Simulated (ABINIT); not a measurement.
Crystal: Ag.

```xyz
1
Lattice="0.0000 2.0427 2.0427 2.0427 0.0000 2.0427 2.0427 2.0427 0.0000" Properties=species:S:1:pos:R:3 pbc="T T T"
Ag    0.0000    0.0000    0.0000
```

Base run:

```yaml
Program: ABINIT 10.8.3 (patched build)
Functional: BP86
Potentials_or_basis: PseudoDojo NC SR PBE v0.4.1 standard
Cutoff: 1116 eV
k_mesh: 11 × 11 × 11
Occupations: fermi-dirac, width 0.05 eV
Spin: no spin polarisation
```

Its results: band gap on the k mesh none (metal or under the smearing width); pressure 4.5 GPa.

Problem. After a change of settings the same cell gave: band gap on the k mesh none (metal or under the smearing width); pressure 4.0 GPa. Which change was it?
A. functional from BP86 to LDA; potentials or basis from PseudoDojo NC SR PBE v0.4.1 standard to PseudoDojo NC SR LDA v0.4.1 standard; cutoff from 1116 eV to 1170 eV
B. functional from BP86 to LDA-VWN; potentials or basis from PseudoDojo NC SR PBE v0.4.1 standard to JTH PAW LDA v2.0; cutoff from 1116 eV to 463 eV; valence electrons from 19 to 11
C. functional from BP86 to PW91
D. functional from BP86 to HCTH407; potentials or basis from PseudoDojo NC SR PBE v0.4.1 standard to JTH PAW PBE v2.0; cutoff from 1116 eV to 463 eV; valence electrons from 19 to 11

Solution. C.

Caveats: the potentials were made for another functional, which shifts forces and pressure.
